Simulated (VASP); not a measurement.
**H19NO8: single point with PBE+D3(BJ)**

The system is H19NO8.

```
O H N
1.0
     6.06594    0.00000    0.00000
     0.00000    6.06594    0.00000
     0.00000    0.00000    6.06594
O H N
8 19 1
Direct
  0.47610 0.06680 0.75756
  0.04227 0.27183 0.53547
  0.90012 0.05241 0.94083
  0.69335 0.66840 0.13863
  0.67574 0.58383 0.61484
  0.31095 0.51173 0.80461
  0.07982 0.49567 0.19532
  0.69523 0.07623 0.34779
  0.42915 0.21723 0.81006
  0.52711 0.08292 0.60241
  0.08825 0.34687 0.39323
  0.15271 0.19408 0.61572
  0.81222 0.08708 0.07228
  0.78380 0.04092 0.83079
  0.84470 0.60385 0.13808
  0.69035 0.74778 0.99955
  0.67239 0.62739 0.46220
  0.79653 0.48319 0.65802
  0.44557 0.56845 0.72363
  0.21103 0.46918 0.68126
  0.14229 0.66834 0.21392
  0.14562 0.47023 0.04629
  0.71928 0.91884 0.29680
  0.84724 0.12676 0.41072
  0.16396 0.96165 0.06536
  0.24097 0.99180 0.31304
  0.40355 0.85339 0.14065
  0.24006 0.88097 0.19135
```

The cell was built by a generator and needn't be a form met in nature.

```yaml
Program: VASP 6.6.1
Task: single point
Functional: PBE
Dispersion: D3(BJ)
Potentials_or_basis: VASP PAW PBE potentials, release 64 (O, H, N)
Cutoff: 520 eV
k_mesh: 1 × 1 × 1
Occupations: fermi-dirac, width 0.05 eV
Spin: no spin polarisation
Dipole_correction: no
Further_INCAR_settings: LREAL = Auto; ALGO = Normal; EDIFF = 1e-06; NBANDS = 56
```

```json
{
  "Pressure": "1.7 GPa",
  "Largest force": "1.671 eV/Å",
  "Band gap on the k mesh": "4.85 eV, direct",
  "Dispersion energy per atom": "-0.043 eV"
}
```

Forces on the atoms (eV/Å):
```
O   -0.392  0.738 -0.091
O   -1.334  0.225 -0.081
O    0.137  0.119 -0.113
O   -0.300  0.418 -0.014
O    0.255  0.024  1.047
O   -0.606 -0.336 -0.723
O    0.137  0.525 -0.767
O    1.462 -0.486  0.347
H    0.447 -0.599 -0.430
H    0.092  0.092  0.193
H    0.366  0.333 -0.581
H    0.864 -0.842  0.375
H    0.098  0.338  0.169
H   -0.221  0.107 -0.329
H    0.306 -0.551  0.315
H   -0.091  0.090 -0.115
H    0.492 -0.422 -0.524
H   -0.399  0.325 -0.994
H   -0.037 -0.247  0.527
H    0.201  0.374  0.754
H    0.189 -0.242  0.176
H    0.018 -0.223  0.584
H   -0.273  0.689  0.326
H   -1.533 -0.313 -0.220
H   -0.280 -0.149 -0.510
H    0.284  0.400  0.928
H   -1.232  0.200  0.543
N    1.350 -0.586 -0.792
```

Stress tensor (GPa, compression positive):
```
 1.68  0.73  0.32
 0.73  1.00 -0.41
 0.32 -0.41  2.47
```

Levels at points of the mesh, in eV from the valence-band top:
| k point | band 34 | band 35 | band 36 | band 37 | band 38 | band 39 |
| --- | --- | --- | --- | --- | --- | --- |
| (0.00, 0.00, 0.00) | -0.24 | -0.08 | 0.00 | 4.85 | 8.08 | 8.58 |

Wall time 34 s on 1 thread of Intel(R) Xeon(R) Platinum 8559C (Emerald Rapids) (shared host), peak memory 0.3 GiB.

A hybrid or GW would open this gap; PBE tends to underestimate it.
